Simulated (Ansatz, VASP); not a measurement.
# One calculation of ZnS (Wurtzite-6H), two programs

File INCAR:

```
SYSTEM = ZnS
ALGO = Fast
EDIFF = 1E-7
ENCUT = 520
GGA = PE
ISIF = 2
ISMEAR = -1
LASPH = .TRUE.
LCHARG = .TRUE.
LELF = .TRUE.
LREAL = .FALSE.
LVHAR = .TRUE.
LWAVE = .FALSE.
NBANDS = 66
NELM = 100
PREC = Accurate
SIGMA = 0.05
```

KPOINTS

```
k-points
0
G
  8 8 2
  0 0 0
```

Contents of POSCAR:

```
ZnS
1.0
    3.8120000000      0.0000000000      0.0000000000
   -1.9060000000      3.3012888392      0.0000000000
    0.0000000000      0.0000000000     18.6899900000
Zn S
6 6
Direct
    0.3333333333      0.6666666667      0.8333300000
    0.6666666667      0.3333333333      0.3333300000
    0.6666666667      0.3333333333      0.6666700000
    0.3333333333      0.6666666667      0.1666700000
    0.0000000000      0.0000000000      0.5000000000
    0.0000000000      0.0000000000      0.0000000000
    0.3333333333      0.6666666667      0.9583300000
    0.6666666667      0.3333333333      0.4583300000
    0.6666666667      0.3333333333      0.7916700000
    0.3333333333      0.6666666667      0.2916700000
    0.0000000000      0.0000000000      0.6250000000
    0.0000000000      0.0000000000      0.1250000000
```

Contents of input.yaml:

```yaml
crystal:
  lattice:
    - [3.812, 0.0, 0.0]
    - [-1.906, 3.3012888392, 0.0]
    - [0.0, 0.0, 18.68999]
  atoms:
    - { symbol: Zn, position: [0.3333333333, 0.6666666667, 0.83333] }
    - { symbol: Zn, position: [0.6666666667, 0.3333333333, 0.33333] }
    - { symbol: Zn, position: [0.6666666667, 0.3333333333, 0.66667] }
    - { symbol: Zn, position: [0.3333333333, 0.6666666667, 0.16667] }
    - { symbol: Zn, position: [0.0, 0.0, 0.5] }
    - { symbol: Zn, position: [0.0, 0.0, 0.0] }
    - { symbol: S, position: [0.3333333333, 0.6666666667, 0.95833] }
    - { symbol: S, position: [0.6666666667, 0.3333333333, 0.45833] }
    - { symbol: S, position: [0.6666666667, 0.3333333333, 0.79167] }
    - { symbol: S, position: [0.3333333333, 0.6666666667, 0.29167] }
    - { symbol: S, position: [0.0, 0.0, 0.625] }
    - { symbol: S, position: [0.0, 0.0, 0.125] }
hamiltonian:
  xc: pbe
  pseudopotentials: { kind: nc, source: spms }
kpoints:
  mp_grid: { grid: [8, 8, 2] }
scf:
  occupations: { method: fermi_dirac, width: 0.05 }
output:
  forces: true
  stress: true
  eigenvalues: true
  write_density: true
  write_potential: true
  elf: true
  volumetric_format: npy
```

Alike in both runs: task single point; functional PBE; k mesh 8 × 8 × 2; occupations fermi-dirac, width 0.05 eV; no spin polarisation.

|  | VASP | Ansatz |
| --- | --- | --- |
| version | VASP 6.6.1 | Ansatz 0.2.0 |
| potentials or method | VASP PAW PBE potentials, release 64 (Zn, S) | SPMS NC |
| plane-wave cutoff (eV) | 520 | 816 |
| valence electrons in the cell | 108 | 156 |

```tsv
	VASP	Ansatz	Ansatz less VASP
gap on the k mesh at the Fermi level (eV)	2.17	2.17	-0.001
least direct gap on the mesh (eV)	2.17	2.17	-0.001
pressure (GPa)	2.3	2.3	-0.01
rms of the force components (eV/Å)	0.010	0.010	-0.0002
```

Atom by atom the forces differ by 0.001 eV/Å (rms over components). The functional is the same, so the differences come from potentials, cutoffs and numerics. The two sets of potentials don't hold the same shells in valence.

A k mesh can miss the band edges.
